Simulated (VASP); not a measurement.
Wanted: the native input for a VASP 6.6.1 run.

* Task: relaxation of cell and atoms
* Functional: PBE
* Dispersion: D3(BJ)
* Potentials or basis: VASP PAW PBE potentials, release 64 (Mg, Sb)
* Cutoff: 600 eV
* k mesh: 9 × 9 × 5
* Occupations: gaussian, width 0.03 eV
* Spin: no spin polarisation
* Further INCAR settings: ALGO = Normal; EDIFF = 1e-07; IBRION = 2; EDIFFG = -0.005; NSW = 90; ISIF = 3

The structure of Mg3Sb2 lies in POSCAR:

```
Mg3Sb2                                  
1.0
    4.5223990664     -0.0000000000      0.0000000000
   -2.2611995332      3.9165124775      0.0000000000
    0.0000000000      0.0000000000      7.1412125481
  Mg              Sb            
     3     2
Direct
     0.3333333332999970    0.6666666667000030    0.6315673759642316
     0.6666666667000030    0.3333333332999970    0.3684326240357684
     0.0000000000000000    0.0000000000000000    0.0000000000000000
     0.3333333332999970    0.6666666667000030    0.2228428522865970
     0.6666666667000030    0.3333333332999970    0.7771571477134029
```

The input as run:

INCAR

```
SYSTEM = Mg3Sb2
PREC = Accurate
ENCUT = 600
EDIFF = 1E-7
ISMEAR = 0
SIGMA = 0.03
LREAL = .FALSE.
LASPH = .TRUE.
NELM = 80
ALGO = Normal
ISIF = 3
LWAVE = .FALSE.
LCHARG = .FALSE.
GGA = PE
IVDW = 12
IBRION = 2
NSW = 90
EDIFFG = -0.005
```

KPOINTS

```
regular mesh
0
G
  9 9 5
  0 0 0
```

Potentials or basis: VASP PAW PBE potentials, release 64 (Mg, Sb).

Command:

```bash
$ cat potpaw_PBE.64/Mg/POTCAR potpaw_PBE.64/Sb/POTCAR > POTCAR
$ mpirun -np 1 vasp_std > vasp.out
```

Results of the run:

```json
{"Relaxed volume": "25.29 Å³/atom", "Relaxed cell": "a = 4.521 Å, b = 4.521 Å, c = 7.146 Å, α = 90.00°, β = 90.00°, γ = 120.00°", "Space group after relaxing (to 0.05 Å)": "P-3m1 (No. 164)", "Energy gained by relaxing": "0.0 meV/atom", "Ionic steps": "6", "Pressure after relaxing": "0.0 GPa", "Largest force after relaxing": "0.003 eV/Å", "Band gap on the k mesh": "0.18 eV, indirect (least direct gap 1.25 eV)", "Dispersion energy per atom": "-0.361 eV"}
```

Caveat: spin-orbit coupling is left out, which moves the levels of the heavy elements; an odd mesh through Γ misses points on the zone boundary, where band edges often lie.

Wall time 2.7 min on 1 thread of Intel(R) Xeon(R) Platinum 8559C (Emerald Rapids), on a shared host, peak memory 0.35 GiB.
